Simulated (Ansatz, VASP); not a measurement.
Al in VASP and in Ansatz

```
CELL_PARAMETERS angstrom
-1.63896 1.63896 1.61509
1.63896 -1.63896 1.61509
1.63896 1.63896 -1.61509
ATOMIC_POSITIONS crystal
Al 0.00000 0.00000 0.00000
```

Change from the starting cell: strain +0.030 along x and y, +0.015 along z, atoms carried along.

Alike in both runs: task single point; functional r2SCAN; k mesh 20 × 20 × 20; occupations gaussian, width 0.15 eV; no spin polarisation.

```csv
,VASP,Ansatz
version,VASP 6.6.1,Ansatz 0.2.0
potentials or method,"VASP PAW PBE potentials, release 64 (Al)","scalar-relativistic, plane waves, PAW"
plane-wave cutoff (eV),520,500
valence electrons in the cell,3,3
```

Ansatz gave:

```
gap on the k mesh at the Fermi level (eV)       : none
pressure (GPa)                                  : -4.9
largest component of the traceless stress (GPa) : 0.43
```

Problem. What did VASP give for the same quantities?

Solution. gap on the k mesh at the Fermi level (eV): none; pressure (GPa): -5.1; largest component of the traceless stress (GPa): 0.43.

A gap of «none» marks a metal or a gap that the smearing closes.

Caveats: the PAW data sets were made with another functional, which shifts forces and pressure a little (VASP).
